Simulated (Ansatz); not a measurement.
`OCC(F)(F)C(F)F` + `FC(F)F` → `FC(F)C(F)(F)CC(F)(F)F` + H₂O  (formal exchange of groups at a C–O bond)

Gas-phase electronic energies from Ansatz, PBE0-D4/def2-TZVP geometries. CCSD(T)/CBS is the MP2 limit (def2-TZVPP, def2-QZVPP) plus CCSD(T) − MP2 in def2-TZVPP, frozen cores. This one scheme is used for every species. DFT in def2-TZVPP. One conformer a species, not always the lowest.

`OCC(F)(F)C(F)F`:

Z-matrix (Å, degrees):
```
C
C 1 1.515
O 1 1.401 2 111.4
H 1 1.090 2 108.8 3 -118.7
H 1 1.097 2 107.2 3 124.1
F 2 1.362 1 108.9 3 -59.4
F 2 1.348 1 109.5 3 -177.0
C 2 1.530 1 113.9 3 60.0
H 3 0.962 1 108.5 2 68.6
F 8 1.351 2 108.7 1 60.6
F 8 1.345 2 109.8 1 179.0
H 8 1.093 2 111.2 1 -59.6
```

`FC(F)F`:

Z-matrix (Å, degrees):
```
C
F 1 1.331
F 1 1.331 2 108.5
F 1 1.331 2 108.5 3 -117.7
H 1 1.093 2 110.4 3 121.1
```

`FC(F)C(F)(F)CC(F)(F)F`:

Cartesian coordinates in Å:
```
F 0.720 -1.414 1.584
C 0.571 -0.072 1.570
F 0.348 0.344 2.827
C -0.646 0.284 0.703
F -0.715 1.633 0.650
F -1.757 -0.155 1.336
C -0.663 -0.312 -0.691
C 0.456 0.092 -1.621
F 1.661 -0.259 -1.144
F 0.303 -0.521 -2.799
F 0.488 1.404 -1.851
H 1.486 0.390 1.195
H -1.605 -0.015 -1.155
H -0.648 -1.399 -0.603
```

H₂O:

Cartesian coordinates in Å:
```
O 0.038 0.123 -0.367
H 0.160 0.635 0.435
H -0.198 -0.758 -0.068
```

(1) Is it downhill or uphill in electronic energy at CCSD(T)/CBS, and by how much? (Best estimate.)

(2) What do these levels give: r2SCAN-D4, PBE, RPA@PBE/def2-TZVPP, HF/def2-TZVPP, MP2/def2-QZVPP, HF/CBS(def2)? (An estimate is asked.)

Largest T1 diagnostic among the species: 0.012.

Answers

(1) The calculation gave: Downhill: ΔE = -56.8 kJ/mol.

(2) Ansatz gave: r2SCAN-D4 -53.7, PBE -43.0, RPA@PBE/def2-TZVPP -48.7, HF/def2-TZVPP -32.6, MP2/def2-QZVPP -58.7, HF/CBS(def2) -33.1 kJ/mol.

From BLYP to BHLYP (50 % exact exchange), in def2-TZVPP and without D4, ΔE moves by −6.8 kJ/mol. The D4 term adds −7.6 kJ/mol with B3LYP and −4.5 kJ/mol with PBE0; it sums over pairs of atoms, weighted by their polarisabilities, and B3LYP, whose exchange is more repulsive, gets the larger term.

B3LYP here is the variant with VWN-RPA as its local correlation; programs differ in this.
